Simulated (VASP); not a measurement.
Runs of VASP 6.6.1 on Mg2Ge. Symmetry: Fm-3m, No. 225, cubic system. Conventional cell: a = 6.556 Å, b = 6.556 Å, c = 6.556 Å, α = 90.00°, β = 90.00°, γ = 90.00°. Mg (site symmetry -43m) has 4 Ge at 2.84 Å as nearest neighbours. Around Ge (site symmetry m-3m) lie 8 Mg at 2.84 Å. The cell was built by a generator and needn't be a form met in nature.

```csv
task,level,cell,cutoff (eV),gap on the mesh (eV),pressure (GPa),relaxed volume (Å³/atom)
relaxation of cell and atoms,PBE,relaxed,600,(a),0.0,21.96
relaxation of cell and atoms,r2SCAN,relaxed,600,0.70,0.0,21.38
single point,r2SCAN,"Fm-3m, 21.48 Å³/atom",520,0.70,-0.2,-
single point,PBE,"Fm-3m, 22.03 Å³/atom",520,0.41,-0.2,-
```

Alike in all rows: potentials or basis VASP PAW PBE potentials, release 64 (Mg, Ge_d); no spin polarisation; k mesh 5 × 5 × 5; smearing methfessel-paxton 0.0105 eV.

Task: Estimate the missing entries.

Result: (a) 0.40.

Caveats: an odd mesh through Γ misses points on the zone boundary, where band edges often lie; the PAW data sets were made with another functional, which shifts forces and pressure a little (some runs).

A k mesh can miss the band edges, and the runs leave out spin-orbit coupling on Ge.
